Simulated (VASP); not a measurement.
Here is a VASP 6.6.1 calculation.

The input POSCAR:

```
CdO
1.0
    0.0000000000      2.3476500000      2.3476500000
    2.3476500000      0.0000000000      2.3476500000
    2.3476500000      2.3476500000      0.0000000000
Cd O
1 1
Direct
    0.0000000000      0.0000000000      0.0000000000
    0.5000000000      0.5000000000      0.5000000000
```

The input INCAR.step1:

```
SYSTEM = CdO
ALGO     = Normal         ! electronic algorithm
EDIFF    = 1E-5           ! SCF threshold, eV
ENCUT    = 520            ! plane-wave cutoff, eV
GGA      = PE             ! functional
ISIF     = 2              ! what is computed and relaxed
ISMEAR   = 0              ! smearing method
LASPH    = .TRUE.         ! aspherical terms in the spheres
LCHARG   = .FALSE.        ! write CHGCAR
LREAL    = .FALSE.        ! projectors in reciprocal space
LWAVE    = .TRUE.         ! write WAVECAR
NELM     = 80             ! most SCF steps
PREC     = Accurate       ! precision mode
SIGMA    = 0.02           ! smearing width, eV
```

INCAR.step2

```
SYSTEM = CdO
ALGO     = Normal         ! electronic algorithm
EDIFF    = 1E-7           ! SCF threshold, eV
ENCUT    = 520            ! plane-wave cutoff, eV
GGA      = PE             ! functional
HFSCREEN = 0.2            ! screening, 1/A
ISIF     = 2              ! what is computed and relaxed
ISMEAR   = 0              ! smearing method
ISTART   = 1            
LASPH    = .TRUE.         ! aspherical terms in the spheres
LCHARG   = .FALSE.        ! write CHGCAR
LHFCALC  = .TRUE.         ! exact exchange
LREAL    = .FALSE.        ! projectors in reciprocal space
LWAVE    = .FALSE.        ! write WAVECAR
NELM     = 80             ! most SCF steps
PREC     = Accurate       ! precision mode
PRECFOCK = Normal       
SIGMA    = 0.02           ! smearing width, eV
```

KPOINTS

```
k-points
0
G
  4 4 4
  0 0 0
```

The input KPOINTS_OPT:

```
path GXWKGLUWLK,UX
10
line-mode
reciprocal
 0.0000000000  0.0000000000  0.0000000000  G
 0.5000000000  0.0000000000  0.5000000000  X

 0.5000000000  0.0000000000  0.5000000000  X
 0.5000000000  0.2500000000  0.7500000000  W

 0.5000000000  0.2500000000  0.7500000000  W
 0.3750000000  0.3750000000  0.7500000000  K

 0.3750000000  0.3750000000  0.7500000000  K
 0.0000000000  0.0000000000  0.0000000000  G

 0.0000000000  0.0000000000  0.0000000000  G
 0.5000000000  0.5000000000  0.5000000000  L

 0.5000000000  0.5000000000  0.5000000000  L
 0.6250000000  0.2500000000  0.6250000000  U

 0.6250000000  0.2500000000  0.6250000000  U
 0.5000000000  0.2500000000  0.7500000000  W

 0.5000000000  0.2500000000  0.7500000000  W
 0.5000000000  0.5000000000  0.5000000000  L

 0.5000000000  0.5000000000  0.5000000000  L
 0.3750000000  0.3750000000  0.7500000000  K

 0.6250000000  0.2500000000  0.6250000000  U
 0.5000000000  0.0000000000  0.5000000000  X
```

Potentials or basis: VASP PAW PBE potentials, release 64 (Cd, O).

Launch:

```console
$ cat potpaw_PBE.64/Cd/POTCAR potpaw_PBE.64/O/POTCAR > POTCAR
$ cp INCAR.step1 INCAR
$ mpirun -np 1 vasp_std > vasp.out
$ cp INCAR.step2 INCAR
$ mpirun -np 1 vasp_std > vasp.out
```

Problem. Predict the band gap on the k mesh.

Solution. 0.94 eV, indirect (least direct gap 2.30 eV).

Problem. Predict the band gap along the path.

Solution. 0.94 eV, indirect (least direct gap 2.30 eV).

Levels at the corners of the path, in eV from the valence-band top:
| point | band 5 | band 6 | band 7 | band 8 | band 9 | band 10 | band 11 | band 12 | band 13 |
| --- | --- | --- | --- | --- | --- | --- | --- | --- | --- |
| Γ | -7.27 | -7.27 | -1.36 | -1.36 | -1.36 | 0.94 | 16.58 | 18.81 | 18.81 |
| X | -6.83 | -6.53 | -4.61 | -2.45 | -2.45 | 5.64 | 10.49 | 12.71 | 15.55 |
| X | -6.83 | -6.53 | -4.61 | -2.45 | -2.45 | 5.64 | 10.49 | 12.71 | 15.55 |
| W | -6.83 | -6.64 | -3.22 | -3.22 | -1.93 | 7.89 | 10.76 | 10.76 | 12.62 |
| W | -6.83 | -6.64 | -3.22 | -3.22 | -1.93 | 7.89 | 10.76 | 10.76 | 12.62 |
| K | -6.92 | -6.82 | -3.67 | -3.05 | -1.35 | 7.26 | 10.35 | 10.52 | 15.04 |
| K | -6.92 | -6.82 | -3.67 | -3.05 | -1.35 | 7.26 | 10.35 | 10.52 | 15.04 |
| Γ | -7.27 | -7.27 | -1.36 | -1.36 | -1.36 | 0.94 | 16.58 | 18.81 | 18.81 |
| Γ | -7.27 | -7.27 | -1.36 | -1.36 | -1.36 | 0.94 | 16.58 | 18.81 | 18.81 |
| L | -6.98 | -6.98 | -4.13 | 0.00 | 0.00 | 5.91 | 9.39 | 13.79 | 13.79 |
| L | -6.98 | -6.98 | -4.13 | 0.00 | 0.00 | 5.91 | 9.39 | 13.79 | 13.79 |
| U | -6.92 | -6.82 | -3.67 | -3.05 | -1.35 | 7.26 | 10.35 | 10.52 | 15.04 |
| U | -6.92 | -6.82 | -3.67 | -3.05 | -1.35 | 7.26 | 10.35 | 10.52 | 15.04 |
| W | -6.83 | -6.64 | -3.22 | -3.22 | -1.93 | 7.89 | 10.76 | 10.76 | 12.62 |
| W | -6.83 | -6.64 | -3.22 | -3.22 | -1.93 | 7.89 | 10.76 | 10.76 | 12.62 |
| L | -6.98 | -6.98 | -4.13 | 0.00 | 0.00 | 5.91 | 9.39 | 13.79 | 13.79 |
| L | -6.98 | -6.98 | -4.13 | 0.00 | 0.00 | 5.91 | 9.39 | 13.79 | 13.79 |
| K | -6.92 | -6.82 | -3.67 | -3.05 | -1.35 | 7.26 | 10.35 | 10.52 | 15.04 |
| U | -6.92 | -6.82 | -3.67 | -3.05 | -1.35 | 7.26 | 10.35 | 10.52 | 15.04 |
| X | -6.83 | -6.53 | -4.61 | -2.45 | -2.45 | 5.64 | 10.49 | 12.71 | 15.55 |

Caveat: the k mesh is coarse (spacing up to 0.58 Å⁻¹), so the values aren't converged, least of all with exact exchange.
